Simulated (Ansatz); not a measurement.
Take NaBr in the rock salt structure (space group Fm-3m, No. 225; a = 5.948 Å) as the base. Axes: x, y, z lie along the cube axes.

Calculations: DFT with r2SCAN, PAW potentials and a 500 eV plane-wave cutoff in Ansatz (a first-principles code), no spin-orbit coupling.

Strains are applied to the cell and any free atomic positions relax; under biaxial strain the out-of-plane vector relaxes too.

One change was made to it. Results:

The band gap decreases by 0.19 eV (4.98 eV → 4.79 eV); the energy goes up by 5.0 meV/atom; the gap character stays direct at Γ.

Question: Name the change that was made.
A. tensor shear ε_xz = −3.73 %
B. biaxial strain −4.38 %, plane normal [001], relaxed out of plane
C. isotropic strain +4.97 %

Answer: A, tensor shear ε_xz = −3.73 %. For comparison, the band gap in the other runs: isotropic strain +4.97 % gives 4.55 eV; biaxial strain −4.38 %, plane normal [001], relaxed out of plane gives 5.21 eV.

Stability against distortions was not tested. Labels are those of the standard path for the cell's own space group.
